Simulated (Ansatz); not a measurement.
# In2Se3: the cost of one run

Program: Ansatz 0.2.0. Level of theory: DFT PBE, scalar-relativistic, plane waves, PAW. These are calculated values, not measurements.

## 1. The starting structure

The structure is cubic, space group Pm-3m (No. 221). Conventional cell: a = 5.248 Å, b = 5.248 Å, c = 5.248 Å, α = 90.00°, β = 90.00°, γ = 90.00°. In (site symmetry m-3m) is surrounded by 6 Se at 2.62 Å. In (site symmetry m-3m) is surrounded by 12 Se at 3.71 Å. Around Se (site symmetry 4/mmm) lie 6 In at 2.62 to 3.71 Å.

As a file:

```
In Se
1.0
     5.24751    0.00000    0.00000
     0.00000    5.24751    0.00000
     0.00000    0.00000    5.24751
In Se
2 3
Direct
  0.50000 0.50000 0.50000
  0.00000 0.00000 0.00000
  0.00000 0.50000 0.50000
  0.50000 0.00000 0.50000
  0.50000 0.50000 0.00000
```

Recipe of the guess: random cell by space group and Wyckoff sites (Pm-3m, No. 221). Lengths come from tabulated atomic sizes and are only a guess.

## 2. Probe: one point on a coarse mesh

Input file input.yaml:

```yaml
crystal:
  lattice:
    - [5.24750885, 0.0, 0.0]
    - [0.0, 5.24750885, 0.0]
    - [0.0, 0.0, 5.24750885]
  atoms:
    - { symbol: In, position: [0.5, 0.5, 0.5] }
    - { symbol: In, position: [0.0, 0.0, 0.0] }
    - { symbol: Se, position: [0.0, 0.5, 0.5] }
    - { symbol: Se, position: [0.5, 0.0, 0.5] }
    - { symbol: Se, position: [0.5, 0.5, 0.0] }
basis:
  ecutwfc: 420
kpoints:
  mp_grid: { grid: [4, 4, 4] }
hamiltonian:
  xc: pbe
scf:
  occupations: { method: gaussian, width: 0.1 }
  lower_state_search: "off"
output:
  forces: true
  stress: true
  eigenvalues: true
```

The run is started by

```bash
$ ansatz run input.yaml --threads 1 --pin off --max-ram 2560MiB --backend cpu --events-out ev --progress --plain --runs-dir out
```

Q: Estimate wall time and peak memory on 1 thread of Intel Xeon Platinum 8223CL at 3.00GHz (Skylake/Cascade Lake), shared host.

About 3.5 s, with a peak of 0.42 GiB.
